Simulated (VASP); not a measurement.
Crystal: ZnGeP2.

```
Zn Ge P
1.0
    -2.71351    2.71351    5.35483
     2.71351   -2.71351    5.35483
     2.71351    2.71351   -5.35483
Zn Ge P
2 2 4
Direct
  0.00000 0.00000 0.00000
  0.75000 0.25000 0.50000
  0.50000 0.50000 0.00000
  0.25000 0.75000 0.50000
  0.37500 0.37720 0.50220
  0.62280 0.12500 0.99780
  0.87500 0.87280 0.49780
  0.12720 0.62500 0.00220
```

Base run:

| Property | Result |
| --- | --- |
| Program | VASP 6.6.1 |
| Functional | PBE |
| Potentials or basis | VASP PAW PBE potentials, release 64 (Zn, Ge_d, P) |
| Cutoff | 520 eV |
| k mesh | 8 × 8 × 8 |
| Occupations | gaussian, width 0.03 eV |
| Spin | no spin polarisation |

Its results: band gap on the k mesh 1.23 eV, indirect (least direct gap 1.38 eV); pressure 3.2 GPa; largest force 0.043 eV/Å.

Question: The run is repeated on the same cell with these changes: functional from PBE to r2SCAN. What comes out?

Answer: Band gap on the k mesh 1.46 eV, indirect (least direct gap 1.61 eV); pressure 0.7 GPa; largest force 0.126 eV/Å.

r2SCAN gives the wider gap, since meta-GGAs in the generalised Kohn-Sham scheme recover part of the derivative discontinuity.

Caveats: the PAW data sets were made with another functional, which shifts forces and pressure a little (some runs).

A k mesh can miss the band edges.
